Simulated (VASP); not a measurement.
# AgCl (P2_1/m) in VASP: notebook, part 2 of 2

VASP 6.6.1.

### Step 3. Single point, LDA

Input file INCAR:

```
ALGO     = Fast           # electronic algorithm
EDIFF    = 1E-6           # SCF threshold, eV
ENCUT    = 520            # plane-wave cutoff, eV
ISIF     = 2              # what is computed and relaxed
ISMEAR   = 0              # smearing method
LASPH    = True           # aspherical terms in the spheres
LCHARG   = False          # write CHGCAR
LREAL    = False          # projectors in reciprocal space
LWAVE    = False          # write WAVECAR
NBANDS   = 26             # bands
NELM     = 100            # most SCF steps
PREC     = Accurate       # precision mode
SIGMA    = 0.01           # smearing width, eV
```

Input file KPOINTS:

```
k-points
0
Gamma
  3 3 2
```

Input file POSCAR:

```
AgCl
1.0
    3.5300000000      0.0000000000      0.0000000000
    0.0000000000      4.0110000000      0.0000000000
   -0.9725508841      0.0000000000      5.1520087129
Ag Cl
2 2
Direct
    0.1570000000      0.2500000000      0.2100000000
    0.8430000000      0.7500000000      0.7900000000
    0.3080000000      0.2500000000      0.7050000000
    0.6920000000      0.7500000000      0.2950000000
```

Potentials or basis: VASP PAW LDA potentials, release 64 (Ag, Cl).

Command:

```bash
$ cat potpaw_LDA.64/Ag/POTCAR potpaw_LDA.64/Cl/POTCAR > POTCAR
$ mpirun -np 1 vasp_std > vasp.out
```

OUTCAR:

```text
EDIFF = 1E-6
   ENCUT = 520
   ISIF = 2
   ISMEAR = 0
   LASPH = True
   LREAL = False
   NELM = 100
   PREC = Accurate

 ion  position               nearest neighbor table
   1  0.157  0.250  0.210-   3 2.55   4 2.68   4 2.68   4 2.73   4 2.73   3 2.80   2 3.03   2 3.03

   2  0.843  0.750  0.790-   4 2.55   3 2.68   3 2.68   3 2.73   3 2.73   4 2.80   1 3.03   1 3.03

   3  0.308  0.250  0.705-   1 2.55   2 2.68   2 2.68   2 2.73   2 2.73   1 2.80
   4  0.692  0.750  0.295-   2 2.55   1 2.68   1 2.68   1 2.73   1 2.73   2 2.80

  LATTYP: Found a simple monoclinic cell.
 ALAT       =     3.5300000000
 B/A-ratio  =     1.1362606232
 C/A-ratio  =     1.4852691218
 COS(beta)  =    -0.1854951143

  Lattice vectors:

 A1 = (   3.5300000000,   0.0000000000,   0.0000000000)
 A2 = (   0.0000000000,   4.0110000000,   0.0000000000)
 A3 = (  -0.9725508841,   0.0000000000,   5.1520087129)

Analysis of symmetry for initial positions (statically):
=====================================================================
 Subroutine PRICEL returns:
 Original cell was already a primitive cell.

 Routine SETGRP: Setting up the symmetry group for a
 simple monoclinic supercell.

 Subroutine GETGRP returns: Found  4 space group operations
 (whereof  2 operations were pure point group operations)
 out of a pool of  4 trial point group operations.

The static configuration has the point symmetry S_2 .
 The point group associated with its full space group is C_2h.

Analysis of symmetry for dynamics (positions and initial velocities):
=====================================================================
 Subroutine PRICEL returns:
 Original cell was already a primitive cell.

 Routine SETGRP: Setting up the symmetry group for a
 simple monoclinic supercell.

 Subroutine GETGRP returns: Found  4 space group operations
 (whereof  2 operations were pure point group operations)
[... 108 lines left out ...]
   IMIX   =      4    mixing-type and parameters
     AMIX     =   0.40;   BMIX     =  1.00
     AMIX_MAG =   1.60;   BMIX_MAG =  1.00
  volume/ion in A,a.u.               =      18.24       123.07
  Fermi-wavevector in a.u.,A,eV,Ry     =   1.293722  2.444780 22.772302  1.673717
  Thomas-Fermi vector in A             =   2.425350
   LORBIT       =      0    0 simple, 1 ext, 2 COOP (PROOUT), +10 PAW based schemes
   GGA     = CA    functional components
   LHFCALC =     F    Hartree Fock is set to
   AEXX    =    0.0000 exact exchange contribution
   IVDW    =     0    specifies the selected vdW correction
   LEPSILON=     F    determine dielectric tensor
   LRPA    =     F    only Hartree local field effects (RPA)
 non-spin polarized calculation
 RMM-DIIS sequential band-by-band and
 Gauss-broadening in eV      SIGMA  =   0.01
  energy-cutoff  :      520.00
  volume of cell :       72.95
 maximum number of plane-waves:      1979
 NGX is ok and might be reduce to    28
   NGX = 13   NGY = 15   NGZ = 19

 number of electron      35.9999989 magnetization

 Free energy of the ion-electron system (eV)
  ---------------------------------------------------
  ext. energy  EPLUGINS =         0.00000000
  ---------------------------------------------------
  free energy    TOTEN  =       -13.41666861 eV

  energy without entropy =      -13.41666861  energy(sigma->0) =      -13.41666861

 E-fermi :   5.4005     XC(G=0): -11.2921

 val. band max:        5.3019838225   @ k =   0.0000   0.3333   0.5000
 cond. band min:       5.8983006378   @ k =   0.0000   0.0000   0.0000
 fundamental gap:      0.5963168153
 Fermi energy:         5.4004634099

 k-point     1 :       0.0000    0.0000    0.0000
  band No.  band energies     occupation
      1     -10.3312      2.00000
      2      -9.3900      2.00000
      3       0.0029      2.00000
      4       1.0451      2.00000
      5       1.7051      2.00000
      6       1.9032      2.00000
[... 221 lines left out ...]
     25      14.6900      0.00000
     26      15.3609      0.00000

------------------------ aborting loop because EDIFF is reached ----------------------------------------

  FORCE on cell =-STRESS in cart. coord.  units (eV):
  Direction    XX          YY          ZZ          XY          YZ          ZX
  --------------------------------------------------------------------------------------
  -------------------------------------------------------------------------------------
  Total        1.0098690      0.1957387      0.4496437      0.0000000      0.0000000      0.2707509
  in kB       22.1805170      4.2991570      9.8758658      0.0000000      0.0000000      5.9467078
  external PRESSURE =      12.1185133 kB  Pullay stress =       0.0000000 kB

 VOLUME and BASIS-vectors are now :
 -----------------------------------------------------------------------------
  energy-cutoff  :      520.00
  volume of cell :       72.95
      direct lattice vectors                 reciprocal lattice vectors
     3.530000000  0.000000000  0.000000000     0.283286119  0.000000000  0.053476262
     0.000000000  4.011000000  0.000000000     0.000000000  0.249314385  0.000000000
    -0.972550884  0.000000000  5.152008713     0.000000000  0.000000000  0.194099051

 POSITION                                       TOTAL-FORCE (eV/Angst)
 -----------------------------------------------------------------------------------
      0.34997      1.00275      1.08192         0.014304      0.000000     -0.512001
      2.20747      3.00825      4.07009        -0.014304     -0.000000      0.512001
      0.40159      1.00275      3.63217        -0.040396     -0.000000      0.803380
      2.15586      3.00825      1.51984         0.040396     -0.000000     -0.803380
 -----------------------------------------------------------------------------------
    total drift:                               -0.000000     -0.000000      0.000000

  FREE ENERGIE OF THE ION-ELECTRON SYSTEM (eV)
  ---------------------------------------------------
  free  energy   TOTEN  =       -13.4166686088 eV

  energy  without entropy=      -13.4166686088  energy(sigma->0) =      -13.41666861
```

It took 22 s on 1 thread of Intel Xeon Platinum 8375C at 2.90GHz (Ice Lake), shared host; peak memory 0.15 GiB.

Results:

```yaml
Free_energy: -13.4167 eV
Pressure: 1.2 GPa
Largest_force: 0.804 eV/Å
Band_gap_on_the_k_mesh: 0.60 eV, indirect (least direct gap 2.21 eV)
```

Forces in eV/Å, atoms in the order of the input:
```
Ag   0.014  0.000 -0.512
Ag  -0.014  0.000  0.512
Cl  -0.040  0.000  0.803
Cl   0.040  0.000 -0.803
```

Stress tensor (GPa, compression positive):
```
2.22 0.00 0.59
0.00 0.43 0.00
0.59 0.00 0.99
```

Caveat: the k mesh is coarse (spacing up to 0.61 Å⁻¹), so the values aren't converged; an odd mesh through Γ misses points on the zone boundary, where band edges often lie. As with any semilocal functional, this LDA gap is likely too small.
